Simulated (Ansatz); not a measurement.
Computed properties of CaO

```
Ca O
1.0
     0.00000    2.44900    2.44900
     2.44900    0.00000    2.44900
     2.44900    2.44900    0.00000
Ca O
1 1
Direct
  0.00000 0.00000 0.00000
  0.50000 0.50000 0.50000
```

Atom numbers follow the list: Ca1, O2.

The cell comes from COD entry 9006719, which wasn't checked; take it as a given geometry. It was measured hot, at 1427 K.

All numbers are computed: DFT, PBE, all-electron LAPW, scalar-relativistic (Ansatz 0.2.0); DFT, PBE, PAW with Ansatz's default frozen-core files, scalar-relativistic (Ansatz 0.2.0).

For LAPW: a Γ-centred 9×9×9 k mesh, Fermi–Dirac smearing of 0.03 eV, basis error target 0.25 meV/atom, no spin polarisation. PAW takes a cutoff of 420 eV at this cell. The Ansatz runs share mesh, smearing and spin set-up. Values come from LAPW unless marked.

* Band gap: 3.66 eV, indirect from Γ to X (0.5, 0, 0.5)
* Pressure at this cell: -3.99 GPa
* Volume per atom: 99.1 bohr³

(1) Predict this quantity. Bader charges (from the PAW run).

(2) Smallest direct gap on the path: what does the calculation give?

(3) Löwdin charges (with 0.31 e of the cell spilling out of the atomic basis, so their sizes and signs hang on that basis): what does the calculation give?

Answers

(1) Ca1 +1.49, O2 -1.49 e.

(2) 4.04 eV.

(3) Ca1 1.63, O2 -1.32 e.
